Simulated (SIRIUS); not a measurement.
Crystal: Al.

```
Al
1.0
     0.00000    2.02481    2.02481
     2.02481    0.00000    2.02481
     2.02481    2.02481    0.00000
Al
1
Direct
  0.00000 0.00000 0.00000
```

Base run:

| Item | Value |
| --- | --- |
| Program | SIRIUS 7.10.0 |
| Functional | PBEsol |
| Potentials or basis | PseudoDojo 0.4.1 PBEsol standard (scalar relativistic) |
| Cutoff | 557 eV |
| Density cutoff | 2229 eV |
| k mesh | 11 × 11 × 11 |
| Occupations | fermi-dirac, width 0.05 eV |
| Spin | no spin polarisation |

Its results: pressure -2.1 GPa.

The run is repeated on the same cell with these changes: potentials or basis from PseudoDojo 0.4.1 PBEsol standard (scalar relativistic) to PseudoDojo 0.4.1 PBE standard (scalar relativistic). What comes out?

Pressure -1.5 GPa.

Caveats: the potentials were made for another functional, which shifts forces and pressure (some runs).
